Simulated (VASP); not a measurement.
# SiC (I-4m2) in VASP: further runs

Runs on SiC. Level: PBE. Tasks: single point.

Program: VASP 6.6.1. These are calculated values, not measurements. Logs are shortened: lines on timing, memory, paths and dates and some standing lists are left out, and cuts for length are marked.

## Step 1: The cell of the first run

It takes space group I-4m2 (No. 119, tetragonal). The conventional cell has a = 3.080 Å, b = 3.080 Å, c = 4.468 Å, α = 90.00°, β = 90.00°, γ = 90.00°. Si (site symmetry -4m2) is surrounded by 4 C at 1.90 Å. C (site symmetry -4m2) has 4 Si at 1.90 Å as nearest neighbours.

The cell was built by a generator and needn't be a form met in nature.

## Step 2: Single point, PBE (uniaxial_z strain +2.6%)

The input, INCAR:

```
SYSTEM = SiC
PREC = Accurate ; ENCUT = 520
EDIFF = 1E-7 ; ISMEAR = -1
SIGMA = 0.02 ; LREAL = .FALSE.
LASPH = .TRUE. ; NELM = 100
ALGO = Fast ; ISIF = 2
LWAVE = .FALSE. ; LCHARG = .FALSE.
GGA = PE ; NBANDS = 11
```

The input, KPOINTS:

```
Automatic mesh
0
G
  10 10 10
  0 0 0
```

The input, POSCAR:

```
SiC
1.0
    0.0000000000      2.1780523476      2.2338104877
    2.1780523476      0.0000000000      2.2338104877
    2.1780523476      2.1780523476      0.0000000000
Si C
1 1
Direct
    0.0000000000      0.0000000000      0.0000000000
    0.2500000000      0.2500000000      0.2500000000
```

Potentials or basis: VASP PAW PBE potentials, release 64 (Si, C).

On the command line:

```
cat potpaw_PBE.64/Si/POTCAR potpaw_PBE.64/C/POTCAR > POTCAR
mpirun -np 1 vasp_std > vasp.out
```

OUTCAR:

```text
SYSTEM = SiC
   PREC = Accurate
   ENCUT = 520
   EDIFF = 1E-7
   ISMEAR = -1
   LREAL = .FALSE.
   LASPH = .TRUE.
   NELM = 100
   ISIF = 2
   GGA = PE

 ion  position               nearest neighbor table
   1  0.000  0.000  0.000-   2 1.90   2 1.90   2 1.90   2 1.90
   2  0.250  0.250  0.250-   1 1.90   1 1.90   1 1.90   1 1.90

  LATTYP: Found a body centered tetragonal cell.
 ALAT       =     3.0802311695
 C/A-ratio  =     1.4504174296

  Lattice vectors:

 A1 = (  -2.1780523476,   0.0000000000,   2.2338104877)
 A2 = (   2.1780523476,   0.0000000000,   2.2338104877)
 A3 = (   0.0000000000,   2.1780523476,  -2.2338104877)

Analysis of symmetry for initial positions (statically):
=====================================================================
 Subroutine PRICEL returns:
 Original cell was already a primitive cell.

 Routine SETGRP: Setting up the symmetry group for a
 body centered tetragonal supercell.

 Subroutine GETGRP returns: Found  8 space group operations
 (whereof  8 operations were pure point group operations)
 out of a pool of 16 trial point group operations.

The static configuration has the point symmetry D_2d.

Analysis of symmetry for dynamics (positions and initial velocities):
=====================================================================
 Subroutine PRICEL returns:
 Original cell was already a primitive cell.

 Routine SETGRP: Setting up the symmetry group for a
 body centered tetragonal supercell.

 Subroutine GETGRP returns: Found  8 space group operations
 (whereof  8 operations were pure point group operations)
 out of a pool of 16 trial point group operations.

The dynamic configuration has the point symmetry D_2d.

 Subroutine INISYM returns: Found  8 space group operations
 (whereof  8 operations are pure point group operations),
 and found     1 'primitive' translations

----------------------------------------------------------------------------------------

                                     Primitive cell

  volume of cell :      21.1940

  direct lattice vectors                    reciprocal lattice vectors
     0.000000000  2.178052348  2.233810488    -0.229562894  0.229562894  0.223832775
     2.178052348  0.000000000  2.233810488     0.229562894 -0.229562894  0.223832775
     2.178052348  2.178052348  0.000000000     0.229562894  0.229562894 -0.223832775

  length of vectors
     3.119907262  3.119907262  3.080231170     0.394334066  0.394334066  0.394334066

  position of ions in fractional coordinates (direct lattice)
     0.000000000  0.000000000  0.000000000
     0.250000000  0.250000000  0.250000000

  ion indices of the primitive-cell ions
   primitive index   ion index
                 1           1
                 2           2

----------------------------------------------------------------------------------------

 KPOINTS: Automatic mesh

Automatic generation of k-mesh.
 Grid dimensions read from file:
 generate k-points for:   10   10   10

 Generating k-lattice:

  Cartesian coordinates                     Fractional coordinates (reciprocal lattice)
    -0.022956289  0.022956289  0.022383277     0.100000000  0.000000000  0.000000000
     0.022956289 -0.022956289  0.022383277     0.000000000  0.100000000  0.000000000
     0.022956289  0.022956289 -0.022383277     0.000000000  0.000000000  0.100000000

  Length of vectors
     0.039433407  0.039433407  0.039433407

  Shift w.r.t. Gamma in fractional coordinates (k-lattice)
     0.000000000  0.000000000  0.000000000

 Subroutine IBZKPT returns following result:
 ===========================================

 Found    102 irreducible k-points:

 Following reciprocal coordinates:
            Coordinates               Weight
  0.000000  0.000000  0.000000      1.000000
  0.100000 -0.000000  0.000000      8.000000
  0.200000 -0.000000  0.000000      8.000000
  0.300000  0.000000  0.000000      8.000000
  0.400000 -0.000000  0.000000      8.000000
  0.500000  0.000000  0.000000      4.000000
[... 16 lines left out ...]
  0.300000  0.300000  0.000000      2.000000
  0.400000  0.300000  0.000000      8.000000
 [... further k-points ...]
   k-points           NKPTS =    102   k-points in BZ     NKDIM =    102   number of bands    NBANDS=     11
   number of dos      NEDOS =    301   number of ions     NIONS =      2
   total plane-waves  NPLWV =  13824
   dimension x,y,z NGX =    24 NGY =   24 NGZ =   24
   dimension x,y,z NGXF=    48 NGYF=   48 NGZF=   48
   ions per type =               1   1
   NGX,Y,Z   is equivalent  to a cutoff of  12.79, 12.79, 12.95 a.u.
   NGXF,Y,Z  is equivalent  to a cutoff of  25.58, 25.58, 25.91 a.u.
 SYSTEM =  SiC
   PREC   = accura    normal or accurate (medium, high low for compatibility)
   ISTART =      0    job   : 0-new  1-cont  2-samecut
   ICHARG =      2    charge: 1-file 2-atom 10-const
   ISPIN  =      1    spin polarized calculation?
   LNONCOLLINEAR =      F non collinear calculations
   LSORBIT =      F    spin-orbit coupling
   LASPH  =      T    aspherical Exc in radial PAW
   ENCUT  =  520.0 eV  38.22 Ry    6.18 a.u.   5.80  5.80  5.73*2*pi/ulx,y,z
   NELM   =    100;   NELMIN=  2; NELMDL= -5     # of ELM steps
   EDIFF  = 0.1E-06   stopping-criterion for ELM
   LREAL  =      F    real-space projection
   EDIFFG = 0.1E-05   stopping-criterion for IOM
   NSW    =      0    number of steps for IOM
   IBRION =     -1    ionic relax: 0-MD 1-quasi-New 2-CG
   NFREE  =      0    steps in history (QN), initial steepest desc. (CG)
   ISIF   =      2    stress and relaxation
   ISYM   =      2    0-nonsym 1-usesym 2-fastsym
   POTIM  = 0.5000    time-step for ionic-motion
   TEBEG  =    0.0;   TEEND  =   0.0 temperature during run
   PSTRESS=    0.0 pullay stress
   NELECT =       8.0000    total number of electrons
   NUPDOWN=      -1.0000    fix difference up-down
   EMIN   =  10.00;   EMAX   =-10.00  energy-range for DOS
   EFERMI =   0.00;   METHOD = LEGACY
   ISMEAR =    -1;   SIGMA  =   0.02  broadening in eV -4-tet -1-fermi 0-gaus
   EFERMI_NEDOS =   21; number of points for ismear=-14 and -15
   IALGO  =     68    algorithm
   IMIX   =      4    mixing-type and parameters
     AMIX     =   0.40;   BMIX     =  1.00
     AMIX_MAG =   1.60;   BMIX_MAG =  1.00
  volume/ion in A,a.u.               =      10.60        71.51
  Fermi-wavevector in a.u.,A,eV,Ry     =   1.183134  2.235799 19.045510  1.399805
  Thomas-Fermi vector in A             =   2.319374
   LORBIT       =      0    0 simple, 1 ext, 2 COOP (PROOUT), +10 PAW based schemes
   GGA     = PE    functional components
   LHFCALC =     F    Hartree Fock is set to
   AEXX    =    0.0000 exact exchange contribution
   IVDW    =     0    specifies the selected vdW correction
   LEPSILON=     F    determine dielectric tensor
   LRPA    =     F    only Hartree local field effects (RPA)
 non-spin polarized calculation
 RMM-DIIS sequential band-by-band and
  energy-cutoff  :      520.00
  volume of cell :       21.19
 maximum number of plane-waves:       588
   NGX = 11   NGY = 11   NGZ = 11

 number of electron       8.0000001 magnetization

 Free energy of the ion-electron system (eV)
  ---------------------------------------------------
  ext. energy  EPLUGINS =         0.00000000
  ---------------------------------------------------
  free energy    TOTEN  =       -15.05222671 eV

  energy without entropy =      -15.05222671  energy(sigma->0) =      -15.05222671

 E-fermi :   8.3249     XC(G=0): -11.2525

 val. band max:        7.9019130621   @ k =   0.0000   0.0000   0.0000
 cond. band min:       9.1489733378   @ k =   0.5000   0.0000   0.5000
 fundamental gap:      1.2470602756
 Fermi energy:         8.3248639665

 k-point     1 :       0.0000    0.0000    0.0000
  band No.  band energies     occupation
      1      -7.3752      2.00000
      2       7.7242      2.00000
      3       7.9019      2.00000
      4       7.9019      2.00000
      5      13.7896      0.00000
      6      14.9641      0.00000
      7      14.9641      0.00000
      8      15.0302      0.00000
      9      21.8051      0.00000
     10      22.5884      0.00000
     11      23.9539      0.00000

 k-point     2 :       0.1000   -0.0000    0.0000
  band No.  band energies     occupation
      1      -7.1835      2.00000
      2       6.8309      2.00000
      3       7.6451      2.00000
      4       7.7800      2.00000
      5      14.0839      0.00000
      6      15.1451      0.00000
      7      15.2134      0.00000
      8      15.3191      0.00000
      9      20.9517      0.00000
     10      21.5869      0.00000
     11      23.9259      0.00000

 k-point     3 :       0.2000   -0.0000    0.0000
  band No.  band energies     occupation
      1      -6.6171      2.00000
      2       4.7395      2.00000
      3       7.3079      2.00000
      4       7.5007      2.00000
      5      13.8132      0.00000
      6      15.5309      0.00000
      7      15.6374      0.00000
      8      16.4153      0.00000
      9      20.4523      0.00000
     10      20.7871      0.00000
     11      23.0881      0.00000
[... 267 lines left out ...]
 k-point    23 :       0.3000    0.3000    0.0000
  band No.  band energies     occupation
      1      -5.2142      2.00000
      2       3.3156      2.00000
      3       5.6623      2.00000
      4       5.6623      2.00000
      5      11.0244      0.00000
      6      13.5598      0.00000
      7      19.1719      0.00000
      8      19.1719      0.00000
      9      19.6927      0.00000
     10      25.0238      0.00000
     11      29.1961      0.00000

 k-point    24 :       0.4000    0.3000    0.0000
  band No.  band energies     occupation
      1      -4.3809      2.00000
      2       2.1473      2.00000
      3       4.8180      2.00000
      4       5.4173      2.00000
      5      10.8009      0.00000
      6      13.6215      0.00000
      7      19.1343      0.00000
      8      19.6261      0.00000
      9      21.1709      0.00000
     10      25.8424      0.00000
     11      28.6343      0.00000

 [... further k-points ...]

------------------------ aborting loop because EDIFF is reached ----------------------------------------

  FORCE on cell =-STRESS in cart. coord.  units (eV):
  Direction    XX          YY          ZZ          XY          YZ          ZX
  --------------------------------------------------------------------------------------
  -------------------------------------------------------------------------------------
  Total        0.0391520      0.0391520     -0.8621770      0.0000000      0.0000000     -0.0000000
  in kB        2.9597295      2.9597295    -65.1769522      0.0000000      0.0000000     -0.0000000
  external PRESSURE =     -19.7524977 kB  Pullay stress =       0.0000000 kB

 VOLUME and BASIS-vectors are now :
 -----------------------------------------------------------------------------
  energy-cutoff  :      520.00
  volume of cell :       21.19
      direct lattice vectors                 reciprocal lattice vectors
     0.000000000  2.178052348  2.233810488    -0.229562894  0.229562894  0.223832775
     2.178052348  0.000000000  2.233810488     0.229562894 -0.229562894  0.223832775
     2.178052348  2.178052348  0.000000000     0.229562894  0.229562894 -0.223832775

 POSITION                                       TOTAL-FORCE (eV/Angst)
 -----------------------------------------------------------------------------------
      0.00000      0.00000      0.00000         0.000000      0.000000     -0.000000
      1.08903      1.08903      1.11691        -0.000000     -0.000000      0.000000
 -----------------------------------------------------------------------------------
    total drift:                                0.000000      0.000000      0.000000

  FREE ENERGIE OF THE ION-ELECTRON SYSTEM (eV)
  ---------------------------------------------------
  free  energy   TOTEN  =       -15.0522267132 eV

  energy  without entropy=      -15.0522267132  energy(sigma->0) =      -15.05222671
```

Wall time 13 s (1 thread of Intel Xeon Platinum 8488C (Sapphire Rapids), shared host); peak memory 0.14 GiB.

What came out:

```
Free energy            : -15.0522 eV
Pressure               : -2.0 GPa
Band gap on the k mesh : 1.25 eV, indirect (least direct gap 4.49 eV)
```

Stress tensor (GPa, compression positive):
```
 0.30  0.00  0.00
 0.00  0.30  0.00
 0.00  0.00 -6.52
```

A k mesh can miss the band edges.

## Step 3: Single point, PBE (shear_xy strain +4.5%)

The input, INCAR:

```
SYSTEM = SiC
ALGO     = Normal         ! electronic algorithm
EDIFF    = 1E-7           ! SCF threshold, eV
ENCUT    = 520            ! plane-wave cutoff, eV
GGA      = PE             ! functional
ISIF     = 2              ! what is computed and relaxed
ISMEAR   = -1             ! smearing method
LASPH    = .True.         ! aspherical terms in the spheres
LCHARG   = .False.        ! write CHGCAR
LREAL    = .False.        ! projectors in reciprocal space
LWAVE    = .False.        ! write WAVECAR
NBANDS   = 11             ! bands
NELM     = 100            ! most SCF steps
PREC     = Accurate       ! precision mode
SIGMA    = 0.02           ! smearing width, eV
```

The input, KPOINTS:

```
k-points
0
Gamma
  10 10 10
  0 0 0
```

The input, POSCAR:

```
SiC
1.0
    0.0492239831      2.1780523476      2.1780523476
    2.1780523476      0.0492239831      2.1780523476
    2.2272763307      2.2272763307      0.0000000000
Si C
1 1
Direct
    0.0020113999      0.0020113999     -0.0020113999
    0.2479886001      0.2479886001      0.2520113999
```

Potentials or basis: VASP PAW PBE potentials, release 64 (Si, C).

On the command line:

```
cat potpaw_PBE.64/Si/POTCAR potpaw_PBE.64/C/POTCAR > POTCAR
mpirun -np 1 vasp_std > vasp.out
```

It took 18 s on 1 thread of Intel Xeon Platinum 8488C (Sapphire Rapids), shared host; peak memory 0.15 GiB.

Results (log left out):

| Item | Value |
| --- | --- |
| Free energy | -15.0242 eV |
| Pressure | 3.8 GPa |
| Largest force | 0.043 eV/Å |
| Band gap on the k mesh | 1.03 eV, indirect (least direct gap 4.04 eV) |

Forces in eV/Å, atoms in the order of the input:
```
Si   0.000  0.000  0.043
C    0.000  0.000 -0.043
```

Stress tensor (GPa, compression positive):
```
  3.97 -11.34   0.00
-11.34   3.97   0.00
  0.00   0.00   3.51
```

Levels at points of the mesh, in eV from the valence-band top:
| k point | band 1 | band 2 | band 3 | band 4 | band 5 | band 6 | band 7 | band 8 | band 9 |
| --- | --- | --- | --- | --- | --- | --- | --- | --- | --- |
| (0.00, 0.00, 0.00) | -15.65 | -0.43 | -0.24 | 0.00 | 5.67 | 6.62 | 7.47 | 7.59 | 14.27 |
| (0.50, 0.00, 0.00) | -11.91 | -8.70 | -1.48 | -1.36 | 4.88 | 6.64 | 6.98 | 9.74 | 15.97 |
| (0.50, 0.50, 0.00) | -10.63 | -8.03 | -3.80 | -3.00 | 1.03 | 4.23 | 13.79 | 13.90 | 14.57 |
| (0.00, 0.00, 0.50) | -12.23 | -8.84 | -1.21 | -1.04 | 5.51 | 7.04 | 7.41 | 9.94 | 15.78 |
| (0.50, 0.00, 0.50) | -10.61 | -8.02 | -3.41 | -3.41 | 1.12 | 4.11 | 13.50 | 13.80 | 14.85 |

A k mesh can miss the band edges.
